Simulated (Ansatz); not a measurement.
# One structure, 3 elements: Zn2S3, Cd2S3, Hg2S3

Plane-wave DFT in Ansatz with scalar-relativistic PAW potentials, cutoff 420 eV, Γ-centred meshes chosen by cell and gap, Gaussian smearing with energies taken to zero width. Every cell was relaxed (cell and atoms) in a run of its own, within the symmetry of its start. Functional: PBE.

All members share space group R-3m and the same sites; only the element on one set of sites changes (Zn, Cd, Hg). Members needn't be the stable form of their composition. Energies over the elements, where given, are against the elements' standard states in the same functional (H₂, N₂, O₂ and halogens uncorrected, Hg as a solid). The first member:

Space group R-3m:H (No. 166). a = 3.642 Å, b = 3.642 Å, c = 22.599 Å, α = 90.00°, β = 90.00°, γ = 120.00°
```json
{"atom": "Zn", "site": "6c", "symmetry": "3m", "x": "0.6667", "y": "0.3333", "z": "0.7356"}
{"atom": "S", "site": "3a", "symmetry": "-3m", "x": "0.0000", "y": "0.0000", "z": "0.0000"}
{"atom": "S", "site": "6c", "symmetry": "3m", "x": "0.3333", "y": "0.6667", "z": "0.8788"}
```

| compound | V (Å³/atom) | a (Å) | c (Å) | energy over elements (eV/atom) |
| --- | --- | --- | --- | --- |
| Zn2S3 | 17.31 | 3.642 | 22.599 | -0.143 |
| Hg2S3 | 20.79 | 3.911 | 23.535 | 0.241 |

**Question.** Predict the member with Cd.

**Answer.** V (Å³/atom) 20.68, a (Å) 3.894, c (Å) 23.612, energy over elements (eV/atom) -0.094. Interpolating linearly in period between Zn and Hg would give 19.05 Å³/atom (7.9 % too small), with 0.049 eV/atom over the elements. Over the whole series the volume grows at each step down the group; all are metallic on the mesh; binding against the elements weakens. Hg is hardly larger than Cd here (20.79 against 20.68 Å³/atom), as one expects from the lanthanide contraction and relativistic shrinking of 6s.

Spin-orbit coupling is left out, which matters for the bands of heavy elements. Spin polarisation was left out, and a magnetic state may lie lower.